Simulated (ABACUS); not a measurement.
# HfO2 (Fm-3m) in ABACUS: reference runs

Aim: a first look at HfO2 with PBEsol, on the cell as given and on a disturbed one.

All numbers are computed with ABACUS 3.10.1; they aren't measurements. Logs are shortened: lines on timing, memory, paths and dates and some standing lists are left out, and cuts for length are marked.

## 1. The crystal as given

Symmetry: Fm-3m, No. 225, cubic system. Conventional cell: a = 5.115 Å, b = 5.115 Å, c = 5.115 Å, α = 90.00°, β = 90.00°, γ = 90.00°. Hf (site symmetry m-3m) has 8 O at 2.21 Å as nearest neighbours. O (site symmetry -43m) is surrounded by 4 Hf at 2.21 Å.

Measurements of this composition are mostly on another form, of space group No. 14.

## 2. Single point, PBEsol

INPUT

```
INPUT_PARAMETERS
suffix              HfO2
calculation         scf
basis_type          pw
pseudo_dir          ./
symmetry            1
dft_functional      pbesol
ecutwfc             84
pseudo_rcut         7
nspin               1
nbands              16
ks_solver           dav
smearing_method     fd
smearing_sigma      0.00367493
scf_thr             1e-08
scf_nmax            100
mixing_type         broyden
mixing_beta         0.7
cal_force           1
cal_stress          1
kpar                4
```

STRU

```
ATOMIC_SPECIES
Hf 178.4900 Hf.upf
O 15.9990 O.upf

LATTICE_CONSTANT
1.8897261246

LATTICE_VECTORS
0.0000000000 2.5575000000 2.5575000000
2.5575000000 0.0000000000 2.5575000000
2.5575000000 2.5575000000 0.0000000000

ATOMIC_POSITIONS
Direct

Hf
0.0
1
0.0000000000 0.0000000000 0.0000000000 1 1 1

O
0.0
2
0.7500000000 0.7500000000 0.7500000000 1 1 1
0.2500000000 0.2500000000 0.2500000000 1 1 1
```

KPT

```
K_POINTS
0
Gamma
9 9 9 0 0 0
```

Potentials or basis: PseudoDojo NC SR 0.4.1 PBEsol standard, plane waves.

Launch:

```
$ OMP_NUM_THREADS=1 mpirun -np 4 abacus > log
```

running log:

```text
ABACUS v3.10.1

               Atomic-orbital Based Ab-initio Computation at UStc

 ------------------------------------------------------------------------------------

 READING GENERAL INFORMATION
                           global_out_dir = OUT.HfO2/
                           global_in_card = INPUT
                               pseudo_dir = ./
                              orbital_dir =
                                    DSIZE = 4
                                    GSIZE = 1

 READING UNITCELL INFORMATION
                                    ntype = 2
                  lattice constant (Bohr) = 1.88973
              lattice constant (Angstrom) = 1

 READING ATOM TYPE 1
                               atom label = Hf
                      L=0, number of zeta = 1
                      L=1, number of zeta = 1
                      L=2, number of zeta = 1
             number of atom for this type = 1

 READING ATOM TYPE 2
                               atom label = O
                      L=0, number of zeta = 1
                      L=1, number of zeta = 1
                      L=2, number of zeta = 1
             number of atom for this type = 2

                        TOTAL ATOM NUMBER = 3
DIRECT COORDINATES
    atom                   x                   y                   z     mag                  vx                  vy                  vz
taud_Hf1            0.0000000000        0.0000000000        0.0000000000  0.0000        0.0000000000        0.0000000000        0.0000000000
taud_O1            0.7500000000        0.7500000000        0.7500000000  0.0000        0.0000000000        0.0000000000        0.0000000000
taud_O2            0.2500000000        0.2500000000        0.2500000000  0.0000        0.0000000000        0.0000000000        0.0000000000

                          Volume (Bohr^3) = 225.774
                             Volume (A^3) = 33.4562

 Lattice vectors: (Cartesian coordinate: in unit of a_0)
                   +0             +2.5575             +2.5575
              +2.5575                  +0             +2.5575
              +2.5575             +2.5575                  +0
 Reciprocal vectors: (Cartesian coordinate: in unit of 2 pi/a_0)
            -0.195503           +0.195503           +0.195503
            +0.195503           -0.195503           +0.195503
            +0.195503           +0.195503           -0.195503
 The esolver type has been set to : ksdft_pw

                PAO radial cut off (Bohr) = 7

 Read in pseudopotential file is Hf.upf
                     pseudopotential type = NC
          exchange-correlation functional = PBESOL
                 nonlocal core correction = 1
                        valence electrons = 12
                                     lmax = 3
                           number of zeta = 4
                     number of projectors = 8
                           L of projector = 0
                           L of projector = 0
                           L of projector = 1
                           L of projector = 1
                           L of projector = 2
                           L of projector = 2
                           L of projector = 3
                           L of projector = 3
                PAO radial cut off (Bohr) = 7

 Read in pseudopotential file is O.upf
                     pseudopotential type = NC
          exchange-correlation functional = PBESOL
                 nonlocal core correction = 1
                        valence electrons = 6
                                     lmax = 2
                           number of zeta = 2
                     number of projectors = 5
                           L of projector = 0
                           L of projector = 0
                           L of projector = 1
                           L of projector = 1
                           L of projector = 2
     initial pseudo atomic orbital number = 18

 SETUP THE ELECTRONS NUMBER
            electron number of element Hf = 12
      total electron number of element Hf = 12
             electron number of element O = 6
       total electron number of element O = 12
            AUTOSET number of electrons:  = 24
                           occupied bands = 12
                                   NBANDS = 16
                                   NLOCAL = 27

%%%%%%%%%%%%%%%%%%%%%%%%%%%%%%%%%%%%%%%%%%%%%%%%%%%%%%%%%%%%%%%%%%%%%%%%%%%%%%%%%%%%%%%%%%%%%%%%%%%%%%%%%%
 Warning: the number of valence electrons in pseudopotential > 4 for Hf: [Xe] 4f14 5d2 6s2
 Pseudopotentials with additional electrons can yield (more) accurate outcomes, but may be less efficient.
 If you're confident that your chosen pseudopotential is appropriate, you can safely ignore this warning.
%%%%%%%%%%%%%%%%%%%%%%%%%%%%%%%%%%%%%%%%%%%%%%%%%%%%%%%%%%%%%%%%%%%%%%%%%%%%%%%%%%%%%%%%%%%%%%%%%%%%%%%%%%

 SETUP THE PLANE WAVE BASIS
 energy cutoff for charge/potential (unit:Ry) = 336
            fft grid for charge/potential = [ 40, 40, 40 ]
[... 58 lines left out ...]
                       right hand lattice = 1
(for reciprocal lattice: )
                             BRAVAIS TYPE = 2
                     BRAVAIS LATTICE NAME = 02. Cubic I (body-centered)
                                    ibrav = 2
                       right hand lattice = 1
(for k-lattice: )
                             BRAVAIS TYPE = 2
                     BRAVAIS LATTICE NAME = 02. Cubic I (body-centered)
                                    ibrav = 2
                       right hand lattice = 1
                        ROTATION MATRICES = 48
                               nkstot_ibz = 35
K-POINTS REDUCTION ACCORDING TO SYMMETRY
     IBZ    DIRECT_X    DIRECT_Y    DIRECT_Z  WEIGHT  ibz2bz
       1  0.00000000  0.00000000  0.00000000  0.0014       0
       2  0.11111111  0.11111111  0.11111111  0.0110       1
       3  0.22222222  0.22222222  0.22222222  0.0110       2
       4  0.33333333  0.33333333  0.33333333  0.0110       3
       5  0.44444444  0.44444444  0.44444444  0.0110       4
       6  0.11111111  0.11111111  0.00000000  0.0082      10
[... 22 lines left out ...]
      29  0.44444444  0.33333333  0.11111111  0.0329     112
      30 -0.44444444  0.44444444  0.22222222  0.0658     113
[... 5 further k points ...]

                               nkstot now = 35
[... K-POINTS DIRECT COORDINATES: 35 rows ...]

           k-point number in this process = 9
       minimum distributed K point number = 8
[... stars of the k points ...]

[... K-POINTS CARTESIAN COORDINATES: 9 rows ...]

[... K-POINTS DIRECT COORDINATES: 9 rows ...]

 SETUP PLANE WAVES FOR WAVE FUNCTIONS
     energy cutoff for wavefunc (unit:Ry) = 84
              fft grid for wave functions = [ 40, 40, 40 ]
                    number of plane waves = 3479
                         number of sticks = 301

 PARALLEL PW FOR WAVE FUNCTIONS
     PROC   COLUMNS(POT)             PW
        1            301           3479
 --------------- sum -------------------
        1            301           3479

 SETUP NONLOCAL PSEUDOPOTENTIALS IN PLANE WAVE BASIS
 Hf non-local projectors:
 projector 1 L=0
 projector 2 L=0
 projector 3 L=1
 projector 4 L=1
 projector 5 L=2
 projector 6 L=2
 projector 7 L=3
 projector 8 L=3
 O non-local projectors:
 projector 1 L=0
 projector 2 L=0
 projector 3 L=1
 projector 4 L=1
 projector 5 L=2
      TOTAL NUMBER OF NONLOCAL PROJECTORS = 58

 Init Non-Local PseudoPotential table :
 Init Non-Local-Pseudopotential done.

                                     npwx = 2944

 Make real space PAO into reciprocal space.
       max mesh points in Pseudopotential = 701
     dq(describe PAO in reciprocal space) = 0.01
                                    max q = 1104

 number of pseudo atomic orbitals for Hf is 4
WARNING: norm of atomic wavefunction # 3 of atomic type Hf is 0.99632, renormalized
WARNING: norm of atomic wavefunction # 4 of atomic type Hf is 0.993441, renormalized

 number of pseudo atomic orbitals for O is 2
WARNING: norm of atomic wavefunction # 2 of atomic type O is 0.999978, renormalized

 -------------------------------------------
 SELF-CONSISTENT
 -------------------------------------------
                                 init_chg = atomic

 PW ALGORITHM --------------- ION=   1  ELEC=   1--------------------------------

 Density error is 1.00051847532
                          Error Threshold = 0.01
----------------------------------------------------------
     Energy           Rydberg                 eV
----------------------------------------------------------
 E_KohnSham     -178.7353866747      -2431.8196930086
 E_Harris       -175.8300401474      -2392.2904255727
 E_Fermi        0.9771158629         13.2943433415
----------------------------------------------------------
[... 75 lines left out ...]
 Density error is 6.0804707452e-09
                          Error Threshold = 1.40688550217e-10
----------------------------------------------------------
     Energy           Rydberg                 eV
----------------------------------------------------------
 E_KohnSham     -179.1544068642      -2437.5207551637
 E_KS(sigma->0) -179.1544068642      -2437.5207551637
 E_Harris       -179.1548741827      -2437.5271133580
 E_band         -8.8396183568        -120.2691777982
 E_one_elec     -27.6927556440       -376.7792700806
 E_Hartree      27.9043849664        379.6586347280
 E_xc           -44.8993099536       -610.8864516377
 E_Ewald        -134.4667262329      -1829.5136681734
 E_entropy(-TS) -0.0000000000        -0.0000000000
 E_descf        0.0000000000         0.0000000000
 E_exx          0.0000000000         0.0000000000
 E_Fermi        0.9593200386         13.0522187305
----------------------------------------------------------

 charge density convergence is achieved
 final etot is -2437.5207552 eV
 EFERMI = 13.052218731 eV

 STATE ENERGY(eV) AND OCCUPATIONS    NSPIN == 1
 1/9 kpoint (Cartesian) = 0.0000 0.0000 0.0000 (2891 pws)
       1       -49.4172     0.00274348
       2       -17.8897     0.00274348
       3       -17.8897     0.00274348
       4       -17.8897     0.00274348
       5       -6.67622     0.00274348
       6       -3.68662     0.00274348
[... 8 lines left out ...]
      15        17.2515    9.20246e-40
      16        21.8907    4.65723e-80
[... 76 lines left out ...]
       3       -17.9030      0.0164609
       4       -17.9030      0.0164609
       5       -6.46306      0.0164609
       6       -3.86750      0.0164609
[... 8 lines left out ...]
      15        17.9283    7.30141e-45
      16        21.6314    4.99356e-77

[... levels at 3 further k points ...]

------------------------------------------------------------------------------------------
 TOTAL-FORCE (eV/Angstrom)
------------------------------------------------------------------------------------------
                       Hf1         0.0000000000         0.0000000000         0.0000000000
                        O1         0.0000000000         0.0000000000         0.0000000000
                        O2         0.0000000000         0.0000000000         0.0000000000
------------------------------------------------------------------------------------------

----------------------------------------------------------------
 TOTAL-STRESS (KBAR)
----------------------------------------------------------------
      -132.1812027649        -0.0000000000         0.0000000000
        -0.0000000000      -132.1812027649         0.0000000000
        -0.0000000000         0.0000000000      -132.1812027649
----------------------------------------------------------------
 TOTAL-PRESSURE: -132.181203 KBAR

 --------------------------------------------
 !FINAL_ETOT_IS -2437.5207551637045071 eV
 --------------------------------------------
```

Run time: 5.5 s. Hardware: 4 MPI ranks of Intel Xeon 6975P-C (Granite Rapids), shared host; peak memory 0.36 GiB.

What came out:

```yaml
Free_energy: -2437.5208 eV
Pressure: -13.2 GPa
Band_gap_on_the_k_mesh: 3.75 eV, indirect (least direct gap 3.87 eV)
```

Caveat: spin-orbit coupling is left out, which moves the levels of the heavy elements; an odd mesh through Γ misses points on the zone boundary, where band edges often lie.

## 3. Single point, PBEsol (atoms moved at random, drawn with an rms of 0.05 Å)

INPUT is that of step 2.

STRU

```
ATOMIC_SPECIES
Hf 178.4900 Hf.upf
O 15.9990 O.upf

LATTICE_CONSTANT
1.8897261246

LATTICE_VECTORS
0.0000000000 2.5575000000 2.5575000000
2.5575000000 0.0000000000 2.5575000000
2.5575000000 2.5575000000 0.0000000000

ATOMIC_POSITIONS
Direct

Hf
0.0
1
0.0090260000 0.0007760000 -0.0152430000 1 1 1

O
0.0
2
0.7464370000 0.7487370000 0.7572420000 1 1 1
0.2510910000 0.2400870000 0.2500430000 1 1 1
```

KPT is that of step 2.

Potentials or basis: PseudoDojo NC SR 0.4.1 PBEsol standard, plane waves.

Launch:

```
$ OMP_NUM_THREADS=1 mpirun -np 4 abacus > log
```

Wall time 53 s (4 MPI ranks of Intel Xeon 6975P-C (Granite Rapids), shared host); peak memory 0.64 GiB.

Results (log left out):

```yaml
Free_energy: -2437.5086 eV
Pressure: -12.8 GPa
Largest_force: 0.387 eV/Å
Band_gap_on_the_k_mesh: 3.75 eV, indirect (least direct gap 3.86 eV)
```

Forces on the atoms (eV/Å):
```
Hf   0.102  0.046 -0.118
O   -0.380 -0.058 -0.042
O    0.278  0.012  0.160
```

Stress tensor (GPa, compression positive):
```
-12.72   0.34  -0.05
  0.34 -12.88   0.79
 -0.05   0.79 -12.84
```

Levels at points of the mesh, in eV from the valence-band top:
| k point | band 10 | band 11 | band 12 | band 13 | band 14 | band 15 |
| --- | --- | --- | --- | --- | --- | --- |
| (0.00, 0.00, 0.00) | -0.61 | -0.58 | -0.57 | 3.84 | 3.86 | 5.49 |

Caveat: spin-orbit coupling is left out, which moves the levels of the heavy elements; an odd mesh through Γ misses points on the zone boundary, where band edges often lie.
